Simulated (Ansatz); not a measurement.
# HgTe: the cost of one run

Program: Ansatz 0.2.0. Level of theory: DFT PBEsol, scalar-relativistic, plane waves, PAW. These are calculated values, not measurements.

1 further run of the same task is left out (set aside as unsound or not needed).

## (1) Starting point

It takes space group F-43m (No. 216, cubic). The conventional cell has a = 6.512 Å, b = 6.512 Å, c = 6.512 Å, α = 90.00°, β = 90.00°, γ = 90.00°. Around Hg (site symmetry -43m) lie 4 Te at 2.82 Å. Te (site symmetry -43m) is surrounded by 4 Hg at 2.82 Å.

Structure file:

```xyz
2
Lattice="0.0000 3.2559 3.2559 3.2559 0.0000 3.2559 3.2559 3.2559 0.0000" Properties=species:S:1:pos:R:3 pbc="T T T"
Hg    0.0000    0.0000    0.0000
Te    4.8838    4.8838    4.8838
```

It is the result of an earlier relaxation at this level (volume 34.51 Å³/atom; gap on the mesh: none (metal)).

## (2) A stricter relaxation, with the smearing for a metal

Response functions are second derivatives at a minimum, so forces and stress are first brought close to zero on the mesh and occupations that the response runs use.

input.yaml reads:

```yaml
crystal:
  lattice:
    - [0.0, 3.255886227, 3.255886227]
    - [3.255886227, 0.0, 3.255886227]
    - [3.255886227, 3.255886227, 0.0]
  atoms:
    - { symbol: Hg, position: [0.0, 0.0, 0.0] }
    - { symbol: Te, position: [0.75, 0.75, 0.75] }
basis:
  ecutwfc: 420
kpoints:
  mp_grid: { grid: [12, 12, 12] }
hamiltonian:
  xc: pbesol
scf:
  occupations: { method: fermi_dirac, width: 0.15 }
output:
  forces: true
  stress: true
  eigenvalues: true
relax:
  adjacent_minimum: "off"
  f_tol: 0.001
  max_steps: 60
  cell: { stress_tol: 0.01 }
```

Run with:

```sh
$ ansatz run input.yaml --threads 1 --pin off --max-ram 3072MiB --backend cpu --events-out ev --progress --plain --runs-dir out
```

Q: Estimate wall time and peak memory on 1 thread of Arm Neoverse V1, shared host.

About 46 s, with a peak of 0.42 GiB.
